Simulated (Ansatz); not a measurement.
Runs of Ansatz 0.2.0 on Al2O3. Symmetry: Pnnm, No. 58, orthorhombic system. Conventional cell: a = 4.614 Å, b = 9.563 Å, c = 3.120 Å, α = 90.00°, β = 90.00°, γ = 90.00°. Al (site symmetry m) is surrounded by 4 O at 1.68 to 1.82 Å. Around O (site symmetry 2/m) lie 2 Al at 1.68 Å. O (site symmetry m) has 3 Al at 1.82 Å as nearest neighbours. Measurements of this composition are mostly on another form, of space group No. 167.

```csv
level,gap on the mesh (eV),pressure (GPa),largest force (eV/Å)
PBEsol,3.43,-2.6,0.17
revPBE,(b),(a),0.21
BLYP,3.64,(c),0.21
PBE,3.52,0.0,0.19
LDA,(d),-6.5,0.20
```

Alike in all rows: task band structure; potentials or basis Ansatz PAW; no spin polarisation; cell as given; k mesh 5 × 3 × 7; cutoff (eV) 420; smearing fermi-dirac 0.05 eV.

Problem. Estimate the missing entries.

Solution. (a) 2.3; (b) 3.67; (c) 1.5; (d) 3.36.

Caveats: the PAW data sets come from PBE, with cores solved anew for the run's functional, which leaves a small shift of forces and pressure (some runs).

